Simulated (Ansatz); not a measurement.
A run of Ansatz 0.2.0 is set up as follows.

The input input.yaml:

```yaml
crystal:
  lattice:
    - [3.9883, 0.0, 0.0]
    - [0.0, 3.9883, 0.0]
    - [0.0, 0.0, 3.9883]
  atoms:
    - { symbol: Ta, position: [0.0, 0.0, 0.0] }
    - { symbol: K, position: [0.5, 0.5, 0.5] }
    - { symbol: O, position: [0.0, 0.0, 0.5] }
    - { symbol: O, position: [0.0, 0.5, 0.0] }
    - { symbol: O, position: [0.5, 0.0, 0.0] }
hamiltonian:
  xc: pbe
  pseudopotentials: { kind: paw, source: ansatz }
kpoints:
  mp_grid: { grid: [7, 7, 7] }
scf:
  occupations: { method: fermi_dirac, width: 0.05 }
output:
  forces: true
  stress: true
  eigenvalues: true
  write_density: true
  write_potential: true
  elf: true
  volumetric_format: npy
```

Potentials or basis: Ansatz PAW earlier set.

Launch:

```console
$ ansatz run input.yaml --threads 2 --pin off --max-ram 5632MiB --backend cpu --events-out ev --progress --plain --runs-dir out
```

Problem. Predict the band gap on the k mesh.

Solution. 2.29 eV, indirect (least direct gap 2.83 eV).

Problem. Estimate the pressure.

Solution. 5.5 GPa.

Caveat: odd divisions of the mesh miss points on the zone boundary, where band edges often lie, so the gap on the mesh can be too wide; spin-orbit coupling is left out, which moves the levels of the heavy elements. A k mesh can miss the band edges.
